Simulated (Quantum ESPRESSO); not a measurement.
# N under changes of volume

One of the cells (24.580 Å³/atom); the others are scaled copies at fixed shape and fractional positions:

```
N
1.0
     5.81510    0.00000    0.00000
     0.00000    5.81510    0.00000
     0.00000    0.00000    5.81510
N
8
Direct
  0.04586 0.45414 0.54586
  0.45414 0.54586 0.04586
  0.54586 0.04586 0.45414
  0.95414 0.95414 0.95414
  0.93610 0.56390 0.43610
  0.56390 0.43610 0.93610
  0.43610 0.93610 0.56390
  0.06390 0.06390 0.06390
```

- Program: Quantum ESPRESSO 7.5
- Functional: LDA
- Potentials or basis: GBRV 1.5 LDA
- Cutoff: 612 eV
- Density cutoff: 4898 eV
- k mesh: 5 × 5 × 5
- Occupations: fermi-dirac, width 0.05 eV
- Spin: no spin polarisation

```tsv
volume (Å³/atom)	energy over the lowest point (meV/atom)	pressure (GPa)	gap on the mesh (eV)
23.105	?	?	?
23.597	2.25	1.4	7.39
24.088	0.00	-0.1	7.33
24.580	2.05	-1.4	7.28
25.072	7.98	-2.6	7.23
25.563	17.44	-3.7	7.17
26.055	30.07	-4.7	7.12
```

Question: What does the run at 23.105 Å³/atom give?

Answer: Energy over the lowest point 9.19 meV/atom; pressure 3.0 GPa; gap on the mesh 7.44 eV.

Worked out: A Birch-Murnaghan fit of order 3 (a polynomial in V^(-2/3)) to the other rows has its minimum at 24.09 Å³/atom with B0 = V·E''(V) = 69 GPa and B' = 4.0 at fixed shape and positions, which overstates the stiffness. It gives 9.27 meV/atom at 23.105 Å³/atom, against the run's 9.19, and -dE/dV = 3.1 GPa, against 3.0. A straight line through the other rows of the gap, of slope -2.71 eV per unit of ln V, extrapolates to 7.45 eV, against the run's 7.44.

Energies are extrapolated to zero smearing.

Caveats: an odd mesh through Γ misses points on the zone boundary, where band edges often lie.
